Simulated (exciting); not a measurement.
The Zn K edge of atom 1 in ZnS, space group F-43m, with 4 S at 2.34 Å (tetrahedral, site symmetry -43m), was computed at 2 levels: exchange and screened direct term (singlet BSE) and independent particles. Common settings: exciting, all-electron LAPW+lo, PBE, 5×5×5 shifted k points, 16 conduction bands, |G+q| up to 3 bohr⁻¹, full RPA screening with nempty = 37, Lorentzian half width 0.83 eV.

Energy from the Kohn–Sham onset, core level to the lowest empty state found on the meshes used; all runs on one relative scale:

```csv
E (eV),run 1,run 2
-6.0,0.04,0.07
-5.5,0.05,0.07
-5.0,0.05,0.08
-4.5,0.05,0.09
-4.0,0.06,0.11
-3.5,0.07,0.12
-3.0,0.07,0.14
-2.5,0.08,0.17
-2.0,0.09,0.21
-1.5,0.11,0.27
-1.0,0.13,0.36
-0.5,0.16,0.51
0.0,0.20,0.78
0.5,0.26,1.27
1.0,0.37,1.80
1.5,0.54,1.96
2.0,0.74,1.97
2.5,0.89,2.11
3.0,1.02,2.40
3.5,1.22,2.55
4.0,1.52,2.44
4.5,1.84,2.21
5.0,2.11,1.89
5.5,2.14,1.63
6.0,1.93,1.48
6.5,1.72,1.42
7.0,1.56,1.40
7.5,1.46,1.47
8.0,1.46,1.57
8.5,1.57,1.55
9.0,1.62,1.44
9.5,1.55,1.36
10.0,1.43,1.39
10.5,1.38,1.49
11.0,1.44,1.54
11.5,1.52,1.56
12.0,1.58,1.59
12.5,1.66,1.55
13.0,1.69,1.51
13.5,1.68,1.50
14.0,1.67,1.44
14.5,1.63,1.39
15.0,1.57,1.42
15.5,1.60,1.46
16.0,1.69,1.47
16.5,1.76,1.43
17.0,1.77,1.37
17.5,1.75,1.34
18.0,1.75,1.28
18.5,1.73,1.20
19.0,1.66,1.11
19.5,1.58,1.05
```

The database entry behind the starting cell differs from later determinations by our own check (about 0.1 % short), so it need not match the best structure at ambient conditions.

Q: Which run is which, and why?

Run 1: independent particles; highest local maximum in the window at 5.2 eV. Run 2: exchange and screened direct term (singlet BSE); highest local maximum in the window at 3.4 eV. The attractive direct term pulls weight down: the curves pass 0.38 at 1.1 and -0.9 eV in the order of the runs. Fine structure above the first lines is partly noise of the 125-point mesh.

[Banner, clock and machine lines of the logs are left out without a mark of their own.]

[Logs are printed without paths, hosts, clocks, repeated set-up lines and the standing remarks that a program may print on its own settings, such as how far it seeks lower states.]

[Hosts, paths, dates, database ids (printed as entryN), source tags and the programs' standing remarks are cut or masked in the printed files.]
